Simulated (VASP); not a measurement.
A run of VASP 6.6.1:

The input POSCAR:

```
SrTiO3
1.0
    3.9050000000      0.0000000000      0.0000000000
    0.0000000000      3.9050000000      0.0000000000
    0.0000000000      0.0000000000      3.9050000000
Sr Ti O
1 1 3
Direct
    0.0000000000      0.0000000000      0.0000000000
    0.5000000000      0.5000000000      0.5000000000
    0.0000000000      0.5000000000      0.5000000000
    0.5000000000      0.0000000000      0.5000000000
    0.5000000000      0.5000000000      0.0000000000
```

File INCAR.step1:

```
SYSTEM = SrTiO3
ALGO = Normal ; EDIFF = 1E-5
ENCUT = 520 ; GGA = PE
ISIF = 2 ; ISMEAR = -1
LASPH = .True. ; LREAL = .False.
LWAVE = .True. ; NBANDS = 28
NELM = 60 ; PREC = Accurate
SIGMA = 0.05
```

The input INCAR.step2:

```
SYSTEM = SrTiO3
ALGO = Normal ; EDIFF = 1E-7
ENCUT = 520 ; GGA = PE
HFSCREEN = 0.2 ; ISIF = 2
ISMEAR = -1 ; ISTART = 1
LASPH = .True. ; LCHARG = .True.
LELF = .True. ; LHFCALC = .True.
LREAL = .False. ; LVHAR = .True.
LWAVE = .False. ; NBANDS = 28
NELM = 60 ; PREC = Accurate
PRECFOCK = Fast ; SIGMA = 0.05
```

File KPOINTS:

```
k-points
0
Gamma
  4 4 4
  0 0 0
```

Potentials or basis: VASP PAW PBE potentials, release 64 (Sr_sv, Ti_sv, O).

Run with:

```bash
$ cat potpaw_PBE.64/Sr_sv/POTCAR potpaw_PBE.64/Ti_sv/POTCAR potpaw_PBE.64/O/POTCAR > POTCAR
$ cp INCAR.step1 INCAR
$ mpirun -np 1 vasp_std > vasp.out
$ cp INCAR.step2 INCAR
$ mpirun -np 1 vasp_std > vasp.out
```

Hardware: 1 thread of Intel(R) Xeon(R) Platinum 8488C (Sapphire Rapids), on a shared host.

Problem. How long does it take, and how much memory?

Solution. Wall time 13 min on 1 thread of Intel(R) Xeon(R) Platinum 8488C (Sapphire Rapids), on a shared host, peak memory 0.28 GiB. Counts: scf iterations 16, k points 10.
